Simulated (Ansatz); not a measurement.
# Nickel, omega (AlB2-type) under RPBE: ground state and equation of state, part 2 of 2

Aim: take nickel in the omega (AlB2-type) structure, relax it, solve it on a dense k-mesh, then scale the cell to 7 volumes from 88 to 112 % of the relaxed one and try a fit of the equation of state. The start is ferromagnetic. The k-meshes are 9×9×13 for the relaxation; 12×12×17 for the dense run; 10×10×14 for the volumes.

Ansatz 0.2.0; DFT, RPBE, plane waves (420 eV) with PAW, scalar-relativistic.

## 6. Volume × 0.96

input.yaml reads:

```yaml
crystal:
  lattice:
    - [3.975029169, 0.0, 0.0]
    - [-1.9875145845, 3.4424762412, 0.0]
    - [0.0, 0.0, 2.4101978803]
  atoms:
    - { symbol: Ni, position: [0.0, 0.0, 0.0], spin: 0.675 }
    - { symbol: Ni, position: [0.3333333333, 0.6666666667, 0.5], spin: 0.715 }
    - { symbol: Ni, position: [0.6666666667, 0.3333333333, 0.5], spin: 0.715 }
hamiltonian:
  xc: rpbe
  pseudopotentials:
    kind: paw
    azcp:
      Ni: "pseudopotentials/Ni.paw.azcp"
basis:
  ecutwfc: 420
  fft_grid_basis: typed
kpoints:
  mp_grid: { grid: [10, 10, 14], shift: [0, 0, 0] }
magnetization:
  spin_polarized: true
scf:
  occupations: { method: fermi_dirac, width: 0.05 }
  lower_state_search: "off"
output:
  stress: true
```

What it wrote (excerpt; [...] marks lines left out):

```text
Warning: RAYON_NUM_THREADS=2 ignored (pool sized by the plan → 2); use --threads N
[...]
Pseudopotentials: kind: paw
Pseudopotential: Ni, paw, valence charge 18, recommended cutoff 420 eV (normal), <dir>
Functional definition: RPBE
[...]
Crystal: 3 atoms, lattice volume = 32.981 Å³
Basis set: ecut = 420 eV, 645 PW (Γ)
Bands: 34, of which v1, the nominal top of the filled ones, is band 27 counted from 1 (26 counted from 0)
Symmetry: 24 space group operations
Space group: P6/mmm (ITA 191), of the structure as read, at distance tolerance 3.2e-5 Å
Magnetic group: BNS 191.233 (UNI 1463), of the structure as read, at distance tolerance 3.2e-5 Å
k-points: 112 of 1400
[...]
Starting moments: Σ|m| = 2.105 μB on 3 of 3 sites
[...]
SCF iter  19: F=-17533.838137 eV  HF=-17533.838137 eV  |F-HF|=1.20e-8  |Δ(HF+E_count)|=   1.17e-8  Δρ=6.95e-6 (↑1.82e-6 ↓6.95e-6)  dr2=1.41e-8  dr2_m=2.92e-9  M=1.868 μB ∫|m|=2.143 μB  ethr=1.85e-10  ⟨swp⟩=3.1  Hψ=25015  notcnv=0
[...]
SCF converged after 19 iterations
Magnetization: 1.8684 μB (27.9342 up, 26.0658 down)
Absolute magnetization: 2.1456 μB (∫|ρ↑−ρ↓|, with the PAW one-centre terms)
Spin contamination: 0.0235 ħ² per cell (⟨S²⟩ above its minimum at these occupations)
Per-site moments (μB) at R_I (Å): [(0.6198332291147173, 0.9942066256237502), (0.688920900929147, 0.9466809663214952), (0.6889209009291475, 0.9466809663214952)]
Free energy (F): -17533.838137 eV
[...]
E sigma→0 (E₀):  -17533.812997 eV
Entropy (-TS):   -0.050281 eV (-16.760 meV/atom)
Fermi energy:    18.083436 eV
[...]
--- Stress (GPa, compression-positive) ---
        7.729873      -0.000000       0.000000
       -0.000000       7.729873       0.000000
        0.000000       0.000000       7.241978
  P = ⅓ Tr σ = 7.5672 GPa (75.672 kbar)
```

Wall time 8.1 s (2 threads of Intel Xeon 6975P-C (Granite Rapids), shared host); peak memory 0.5 GiB.

## 7. Volume × 1.0

Changes to input.yaml since step 6:

```diff
@@ -2,5 +2,5 @@
   lattice:
-    - [3.975029169, 0.0, 0.0]
-    - [-1.9875145845, 3.4424762412, 0.0]
-    - [0.0, 0.0, 2.4101978803]
+    - [4.0294883907, 0.0, 0.0]
+    - [-2.0147441954, 3.4896393106, 0.0]
+    - [0.0, 0.0, 2.4432183929]
   atoms:
```

What it wrote (excerpt; [...] marks lines left out):

```text
Warning: RAYON_NUM_THREADS=2 ignored (pool sized by the plan → 2); use --threads N
[...]
[... 3 set-up lines as earlier in the session ...]
[...]
Crystal: 3 atoms, lattice volume = 34.355 Å³
Basis set: ecut = 420 eV, 669 PW (Γ)
Bands: 34, of which v1, the nominal top of the filled ones, is band 27 counted from 1 (26 counted from 0)
[... 2 set-up lines as earlier in the session ...]
Magnetic group: BNS 191.233 (UNI 1463), of the structure as read, at distance tolerance 3.3e-5 Å
k-points: 112 of 1400
[...]
Starting moments: Σ|m| = 2.105 μB on 3 of 3 sites
[...]
SCF iter  20: F=-17533.868879 eV  HF=-17533.868879 eV  |F-HF|=1.20e-8  |Δ(HF+E_count)|=   4.19e-8  Δρ=6.88e-6 (↑2.59e-6 ↓6.88e-6)  dr2=1.48e-8  dr2_m=4.20e-9  M=1.912 μB ∫|m|=2.206 μB  ethr=1.85e-10  ⟨swp⟩=3.0  Hψ=27442  notcnv=0
[...]
SCF converged after 20 iterations
Magnetization: 1.9124 μB (27.9562 up, 26.0438 down)
Absolute magnetization: 2.2082 μB (∫|ρ↑−ρ↓|, with the PAW one-centre terms)
Spin contamination: 0.0262 ħ² per cell (⟨S²⟩ above its minimum at these occupations)
Per-site moments (μB) at R_I (Å): [(0.6434044271787634, 1.00782758707125), (0.703368407029777, 0.9596508104150929), (0.7033684070297774, 0.9596508104150929)]
Free energy (F): -17533.868879 eV
[...]
E sigma→0 (E₀):  -17533.842096 eV
Entropy (-TS):   -0.053565 eV (-17.855 meV/atom)
Fermi energy:    17.185563 eV
[...]
--- Stress (GPa, compression-positive) ---
       -0.095828      -0.000000      -0.000000
       -0.000000      -0.095828      -0.000000
       -0.000000      -0.000000      -0.087937
  P = ⅓ Tr σ = -0.0932 GPa (-0.932 kbar)
```

It took 7.5 s on 2 threads of Intel Xeon 6975P-C (Granite Rapids), shared host; peak memory 0.5 GiB.

## 8. Volume × 1.04

Changes to input.yaml since step 7:

```diff
@@ -2,5 +2,5 @@
   lattice:
-    - [4.0294883907, 0.0, 0.0]
-    - [-2.0147441954, 3.4896393106, 0.0]
-    - [0.0, 0.0, 2.4432183929]
+    - [4.0825140556, 0.0, 0.0]
+    - [-2.0412570278, 3.5355608835, 0.0]
+    - [0.0, 0.0, 2.4753696904]
   atoms:
@@ -27 +27,5 @@
   stress: true
+  write_density: true
+  write_potential: true
+  elf: true
+  volumetric_format: npy
```

What it wrote (excerpt; [...] marks lines left out):

```text
Warning: RAYON_NUM_THREADS=2 ignored (pool sized by the plan → 2); use --threads N
[...]
[... 3 set-up lines as earlier in the session ...]
[...]
Crystal: 3 atoms, lattice volume = 35.729 Å³
Basis set: ecut = 420 eV, 681 PW (Γ)
Bands: 34, of which v1, the nominal top of the filled ones, is band 27 counted from 1 (26 counted from 0)
[... 2 set-up lines as earlier in the session ...]
Magnetic group: BNS 191.233 (UNI 1463), of the structure as read, at distance tolerance 3.3e-5 Å
k-points: 112 of 1400
[...]
Starting moments: Σ|m| = 2.105 μB on 3 of 3 sites
[...]
SCF converged after 23 iterations
an eigenvalue changed by more than its tolerance at an iteration that met the thresholds in force, so the SCF went on 1 time: the last check found none over its tolerance
Magnetization: 1.9678 μB (27.9839 up, 26.0161 down)
Absolute magnetization: 2.2814 μB (∫|ρ↑−ρ↓|, with the PAW one-centre terms)
Spin contamination: 0.0288 ħ² per cell (⟨S²⟩ above its minimum at these occupations)
Per-site moments (μB) at R_I (Å): [(0.6725442950425372, 1.02108999729), (0.7203773955001675, 0.9722792429565374), (0.7203773955001675, 0.9722792429565374)]
Free energy (F): -17533.841234 eV
[...]
E sigma→0 (E₀):  -17533.812846 eV
Entropy (-TS):   -0.056776 eV (-18.925 meV/atom)
Fermi energy:    16.357966 eV
[...]
--- Stress (GPa, compression-positive) ---
       -6.260967      -0.000000      -0.000000
       -0.000000      -6.260967      -0.000000
       -0.000000      -0.000000      -5.811051
  P = ⅓ Tr σ = -6.1110 GPa (-61.110 kbar)
--- Band table (eV; the first three rows and the last of 224) ---
[...]
```

Run time: 12 s. Hardware: 2 threads of Intel Xeon 6975P-C (Granite Rapids), shared host; peak memory 0.51 GiB.

Density in a lattice plane of the grid's cell (edges 4.08 and 4.08 Å, at 0.500 of the third edge), which holds Ni. It is the smooth density of the valence electrons, not physical close to the nuclei.

Ten even steps from ' ' (0.22 e/Å³) to '@' (50.08 e/Å³):
```
                                                
                                                
                                                
                ........                        
              ::====--::                        
            ::++%%##==::                        
          ..==%%@@**--..                        
          ::==**++--..                          
          ..::::..                              
                                                
                                ..::::..        
                            ..--++**==::        
                          ..--**@@%%==..        
                          ::==##%%++::          
                          ::--====::            
                          ........              
                                                
                                                
                                                
                                                
```
Columns run along the first of these edges and rows up along the second, over one cell in 24 and 20 even steps from the bottom left corner. Atoms in the plane (fractional): Ni at (0.33, 0.67), Ni at (0.67, 0.33).

Spin density (up less down) in a lattice plane of the grid's cell (edges 4.08 and 4.08 Å, at 0.500 of the third edge), which holds Ni.

Values in e/Å³, 12 rows by 12 columns:
```
-0.01 -0.01 -0.01 -0.01  0.00  0.01  0.01  0.00 -0.01 -0.01 -0.01 -0.01
-0.01 -0.01  0.00  0.03  0.14  0.23  0.12  0.02  0.00 -0.01 -0.01 -0.01
-0.01 -0.01  0.03  0.27  1.07  0.95  0.24  0.03 -0.01 -0.01 -0.01 -0.01
-0.01  0.00  0.14  1.07  2.75  1.07  0.14  0.00 -0.01 -0.01  0.00 -0.01
-0.01  0.01  0.23  0.95  1.07  0.26  0.02 -0.01  0.00  0.03  0.02  0.00
-0.01  0.01  0.12  0.24  0.14  0.02 -0.01  0.02  0.14  0.24  0.12  0.01
-0.01  0.00  0.02  0.03  0.00 -0.01  0.02  0.26  1.07  0.95  0.23  0.01
-0.01 -0.01  0.00 -0.01 -0.01  0.00  0.14  1.07  2.75  1.07  0.14  0.00
-0.01 -0.01 -0.01 -0.01 -0.01  0.03  0.24  0.95  1.07  0.27  0.03 -0.01
-0.01 -0.01 -0.01 -0.01  0.00  0.02  0.12  0.23  0.14  0.03  0.00 -0.01
-0.01 -0.01 -0.01 -0.01 -0.01  0.00  0.01  0.01  0.00 -0.01 -0.01 -0.01
-0.01 -0.01 -0.01 -0.01 -0.01 -0.01 -0.01 -0.01 -0.01 -0.01 -0.01 -0.01
```
Columns run along the first of these edges and rows up along the second, over one cell in 12 and 12 even steps from the bottom left corner. Atoms in the plane (fractional): Ni at (0.33, 0.67), Ni at (0.67, 0.33).

## 9. Volume × 1.08

Changes to input.yaml since step 8:

```diff
@@ -2,5 +2,5 @@
   lattice:
-    - [4.0825140556, 0.0, 0.0]
-    - [-2.0412570278, 3.5355608835, 0.0]
-    - [0.0, 0.0, 2.4753696904]
+    - [4.1341969353, 0.0, 0.0]
+    - [-2.0670984677, 3.5803195702, 0.0]
+    - [0.0, 0.0, 2.5067068106]
   atoms:
```

What it wrote (excerpt; [...] marks lines left out):

```text
Warning: RAYON_NUM_THREADS=2 ignored (pool sized by the plan → 2); use --threads N
[...]
[... 3 set-up lines as earlier in the session ...]
[...]
Crystal: 3 atoms, lattice volume = 37.104 Å³
Basis set: ecut = 420 eV, 705 PW (Γ)
Bands: 34, of which v1, the nominal top of the filled ones, is band 27 counted from 1 (26 counted from 0)
[... 2 set-up lines as earlier in the session ...]
Magnetic group: BNS 191.233 (UNI 1463), of the structure as read, at distance tolerance 3.3e-5 Å
k-points: 112 of 1400
[...]
Starting moments: Σ|m| = 2.105 μB on 3 of 3 sites
[...]
SCF converged after 24 iterations
an eigenvalue changed by more than its tolerance at an iteration that met the thresholds in force, so the SCF went on 1 time: the last check found none over its tolerance
Magnetization: 2.0269 μB (28.0135 up, 25.9865 down)
Absolute magnetization: 2.3567 μB (∫|ρ↑−ρ↓|, with the PAW one-centre terms)
Spin contamination: 0.0317 ħ² per cell (⟨S²⟩ above its minimum at these occupations)
Per-site moments (μB) at R_I (Å): [(0.7014810253446163, 1.0340165593725001), (0.7390580892617913, 0.9845878818074161), (0.7390580892617915, 0.9845878818074161)]
Free energy (F): -17533.767746 eV
[...]
E sigma→0 (E₀):  -17533.737980 eV
Entropy (-TS):   -0.059532 eV (-19.844 meV/atom)
Fermi energy:    15.592499 eV
[...]
--- Stress (GPa, compression-positive) ---
      -11.097364       0.000000      -0.000000
        0.000000     -11.097364      -0.000000
       -0.000000      -0.000000     -10.315274
  P = ⅓ Tr σ = -10.8367 GPa (-108.367 kbar)
--- Band table (eV; the first three rows and the last of 224) ---
[...]
```

Wall time 13 s (2 threads of Intel Xeon 6975P-C (Granite Rapids), shared host); peak memory 0.52 GiB.

## 10. Volume × 1.12

Changes to input.yaml since step 9:

```diff
@@ -2,5 +2,5 @@
   lattice:
-    - [4.1341969353, 0.0, 0.0]
-    - [-2.0670984677, 3.5803195702, 0.0]
-    - [0.0, 0.0, 2.5067068106]
+    - [4.1846189404, 0.0, 0.0]
+    - [-2.0923094702, 3.6239863076, 0.0]
+    - [0.0, 0.0, 2.537279419]
   atoms:
```

What it wrote (excerpt; [...] marks lines left out):

```text
Warning: RAYON_NUM_THREADS=2 ignored (pool sized by the plan → 2); use --threads N
[...]
[... 3 set-up lines as earlier in the session ...]
[...]
Crystal: 3 atoms, lattice volume = 38.478 Å³
Basis set: ecut = 420 eV, 747 PW (Γ)
Bands: 34, of which v1, the nominal top of the filled ones, is band 27 counted from 1 (26 counted from 0)
[... 1 set-up line as earlier in the session ...]
Space group: P6/mmm (ITA 191), of the structure as read, at distance tolerance 3.4e-5 Å
Magnetic group: BNS 191.233 (UNI 1463), of the structure as read, at distance tolerance 3.4e-5 Å
k-points: 112 of 1400
[...]
Starting moments: Σ|m| = 2.105 μB on 3 of 3 sites
[...]
SCF iter  24: F=-17533.658249 eV  HF=-17533.658249 eV  |F-HF|=2.85e-8  |Δ(HF+E_count)|=   3.81e-8  Δρ=8.56e-6 (↑1.21e-6 ↓8.56e-6)  dr2=3.08e-8  dr2_m=5.12e-9  M=2.078 μB ∫|m|=2.422 μB  ethr=1.85e-10  ⟨swp⟩=10.0  Hψ=49530  notcnv=0
[...]
SCF converged after 24 iterations
Magnetization: 2.0784 μB (28.0392 up, 25.9608 down)
Absolute magnetization: 2.4244 μB (∫|ρ↑−ρ↓|, with the PAW one-centre terms)
Spin contamination: 0.0347 ħ² per cell (⟨S²⟩ above its minimum at these occupations)
Per-site moments (μB) at R_I (Å): [(0.7252539789512126, 1.0466277603375), (0.7564028543562472, 0.996596234582289), (0.7564028543562474, 0.996596234582289)]
Free energy (F): -17533.658249 eV
[...]
E sigma→0 (E₀):  -17533.627342 eV
Entropy (-TS):   -0.061813 eV (-20.604 meV/atom)
Fermi energy:    14.882300 eV
[...]
--- Stress (GPa, compression-positive) ---
      -14.882109      -0.000000       0.000000
       -0.000000     -14.882109       0.000000
        0.000000       0.000000     -13.878539
  P = ⅓ Tr σ = -14.5476 GPa (-145.476 kbar)
--- Band table (eV; the first three rows and the last of 224) ---
[...]
```

It took 11 s on 2 threads of Intel Xeon 6975P-C (Granite Rapids), shared host; peak memory 0.52 GiB.

## 11. Fitting the volumes

The cell was scaled evenly, with its shape and the fractional positions fixed.

| V (Å³/atom) | E − E₀ (meV/atom) | P from the stress (GPa) | P from the fit (GPa) | largest moment (μB) |
| --- | --- | --- | --- | --- |
| 10.078 | 110.2 | 29.65 | 29.59 | 0.66 |
| 10.536 | 44.2 | 17.30 | 17.13 | 0.67 |
| 10.994 | 9.7 | 7.57 | 7.37 | 0.69 |
| 11.452 | 0.0 | -0.09 | -0.28 | 0.70 |
| 11.910 | 9.8 | -6.11 | -6.28 | 0.72 |
| 12.368 | 34.7 | -10.84 | -10.99 | 0.74 |
| 12.826 | 71.6 | -14.55 | -14.67 | 0.76 |

A third-order Birch-Murnaghan fit gives V₀ = 11.433 Å³/atom, B₀ = 170 GPa and B₀′ = 5.0; it misses no point by more than 0.03 meV/atom.

Fit and stress differ a little: one follows E(σ → 0), the other the smeared free energy.

## 12. Summary of results

What follows sums up all 2 parts.

| quantity | value |
| --- | --- |
| space group (spins left aside) | P6/mmm (No. 191) |
| conventional cell | a = 4.029 Å, c = 2.443 Å (c/a = 0.606) |
| volume | 11.452 Å³/atom |
| shortest distance | 2.326 Å |
| gap on the mesh | none (levels filled in part) |
| magnetic state | ferromagnetic, up to 0.72 μB per atom |
| relative to fcc, ferromagnetic | +122 meV/atom |
| V₀, B₀, B₀′ | 11.433 Å³/atom, 170 GPa, 5.0 |

The relaxation enlarged the cell by 4.7 % in volume. Against the reference form of nickel (fcc, ferromagnetic, computed apart with the same settings) it stands 122 meV/atom higher. The final state is ferromagnetic (largest moment 0.72 μB). Levels at the Fermi energy are filled in part, as in a metal. The fitted modulus is 170 GPa; letting shape and positions relax at each volume could only lower it. The symmetry was held, so the structure may be unstable against distortions that break it.
